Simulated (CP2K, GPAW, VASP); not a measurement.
## One calculation of MgSe, 3 ways

```xyz
8
Lattice="5.8719 0.0000 0.0000 0.0000 5.8719 0.0000 0.0000 0.0000 5.8719" Properties=species:S:1:pos:R:3 pbc="T T T"
Se    2.9360    0.0000    0.0000
Se    0.0000    2.9360    0.0000
Se    0.0000    0.0000    2.9360
Se    2.9360    2.9360    2.9360
Mg    0.0000    0.0000    0.0000
Mg    0.0000    2.9360    2.9360
Mg    2.9360    0.0000    2.9360
Mg    2.9360    2.9360    0.0000
```

Alike in all runs: task electrostatic potential; functional revPBE; k mesh 5 × 5 × 5; occupations fermi-dirac, width 0.02 eV; no spin polarisation; no spin-orbit coupling. Pressure is positive in compression and, in plane waves, holds the error of the finite cutoff.

```csv
program and potentials,plane-wave cutoff (eV),notes,pressure (GPa)
"CP2K, POTENTIAL_UZH Se GTH-PBE-q6, Mg GTH-PBE-q10; TZVP-MOLOPT-PBE-GTH basis",-,atomic basis; potentials made for PBE; 8 valence electrons an atom on average,-5.97
"VASP, PBE PAW files Mg_pv, Se, 520 eV",520,potentials made for PBE; 7 valence electrons an atom on average,-6.87
"GPAW, the program's PAW data sets (release 1.2.1) made for this functional",800,8 valence electrons an atom on average,-6.88
```

The pressure spans -6.88 (GPAW, the program's PAW data sets (release 1.2.1) made for this functional) to -5.97 GPa (CP2K, POTENTIAL_UZH Se GTH-PBE-q6, Mg GTH-PBE-q10; TZVP-MOLOPT-PBE-GTH basis). Rows in atomic bases carry the error of their basis and grid, which can be large.

The functional is the same throughout but for its coding, so the spread measures potentials, basis and numerics; runs on potential files found faulty are left out.
